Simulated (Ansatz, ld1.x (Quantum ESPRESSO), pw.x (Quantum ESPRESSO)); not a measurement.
# Equation-of-state test of one RRKJ potential (Ru)

```json
{"Element": "Ru", "Generator": "ld1.x (Quantum ESPRESSO) 7.5", "Type": "norm-conserving RRKJ (Kleinman–Bylander form)", "Functional": "PBE", "Relativity": "scalar-relativistic", "Frozen core": "[Kr]", "Valence charge": "8", "Reference configuration": "4d7 5s0.75 5p0 (charge +0.25)", "Partial waves": "5p (bound, empty): rc 3.25 bohr; 4d (bound): rc 1.45 bohr; 5s (bound): rc 2.65 bohr", "Local potential": "the s channel", "Core correction": "none", "rho0": "0.02"}
```

Atomic tests: cutoffs needed: 50 Ry and 90 Ry (the cutoffs (Ry, on a coarse ladder) from which the occupation-weighted sum of valence levels, in a spherical-Bessel basis at the reference potential, stays within 10 and 1 mRy of its value at 400 Ry); ghost test: no extra level below or beside the all-electron valence levels (p, d, s, f tested) (spherical-Bessel basis up to 400 Ry, 20 bohr box); largest excitation error: -128 meV (all-electron minus pseudo) for 4d6 5s1 5p1, out of 7 test configurations.

Crystal test: fcc Ru in pw.x 7.5, no spin, 15³ k-points, Fermi–Dirac smearing 0.01 Ry, cutoffs 110/440 Ry. The reference is all-electron LAPW (Ansatz 0.2.0) with the same functional, mesh and smearing; V0 and B0 come from Birch–Murnaghan fits to the pressures at five volumes. Errors are pseudo minus all-electron; Δ is the rms difference of the E(V) curves that follow from these fits, minima aligned, over ±6 % about the mean V0. Mesh and smearing are coarse, so the numbers serve the comparison and aren't converged zero-temperature values; the lattice is a test structure that the element need not adopt.

All-electron: a0 = 3.812 Å (V0 = 13.85 Å³/atom), B0 = 303.1 GPa.

**Question.** How far does the potential miss the all-electron equation of state?

**Answer.** mean pressure error (GPa): +14.22; a0 (Å): 3.867; a0 error (%): +1.44; B0 error (%): -3.8; Δ (meV/atom): 39.6. The largest radius (3.25 bohr) exceeds half the bond length (2.54 bohr), so the spheres overlap, which is one possible source of error among others. This is a poor potential for the solid.

```
V (Å³/atom)  P all-electron (GPa)  P pseudo (GPa)
     13.123                 18.67           35.91
     13.469                  9.10           24.64
     13.814                  0.83           14.87
     14.159                 -6.32            6.40
     14.505                -12.49           -0.94
```

**Question.** At the middle volume, how do free energy and pressure move when the wave cutoff is lowered (ecutrho kept at four times it)?

**Answer.**

```tsv
cutoff (Ry)	shift of F (meV/atom)	shift of P (GPa)
50	+58.6	-3.59
66	+33.1	-0.69
88	+2.0	-0.22
```

The run at the middle volume (120 k-points, 9 iterations) took about 26 s on one core of a shared host (Neoverse-V2, 192 threads, 742 GiB, load 53).
